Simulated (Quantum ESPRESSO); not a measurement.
Runs of Quantum ESPRESSO 7.5 on MnO2. The structure is hexagonal, space group P6_3/mmc (No. 194). The conventional cell has a = 2.855 Å, b = 2.855 Å, c = 10.222 Å, α = 90.00°, β = 90.00°, γ = 120.00°. Mn (site symmetry -3m) has 6 O at 1.90 Å as nearest neighbours. O (site symmetry 3m) is surrounded by 3 Mn at 1.90 Å. Measurements of this composition are mostly on another form, of space group No. 136.

```tsv
task	level	potentials or basis	k mesh	form of the LDA correlation	gap on the mesh (eV)	pressure (GPa)	moment (μB)	V0 of scaled cells (Å³/atom)	B0 (GPa)	largest force (eV/Å)
band structure	PBEsol	GBRV 1.5 PBEsol	11 × 11 × 3	-	(a)	-1.7	6.00	-	-	0.15
band structure	LDA	GBRV 1.5 LDA	11 × 11 × 3	PZ81	0.49	(b)	6.00	-	-	0.54
equation of state	LDA	GBRV 1.5 LDA	11 × 11 × 3	PZ81	-	-	-	11.56	202	-
equation of state	LDA	GBRV 1.5 LDA	9 × 9 × 3	PZ81	-	-	-	11.56	202	-
equation of state	PBEsol	GBRV 1.5 PBEsol	11 × 11 × 3	-	-	-	-	11.92	(c)	-
```

Alike in all rows: spin collinear, ferromagnetic start; cell as given; cutoff (eV) 612; smearing fermi-dirac 0.05 eV.

**Question.** Estimate the missing entries.

**Answer.** (a) 0.81; (b) -7.5; (c) 184.

Caveats: the cell was scaled at fixed shape and fractional positions, which overstates the stiffness of a crystal with free parameters, most of all of layers and chains (some runs); only a ferromagnetic start was run, and an antiferromagnetic order may lie lower in energy (some runs); some levels on the path didn't converge (some runs).

A k mesh can miss the band edges.

Not every run made on this cell is shown here.
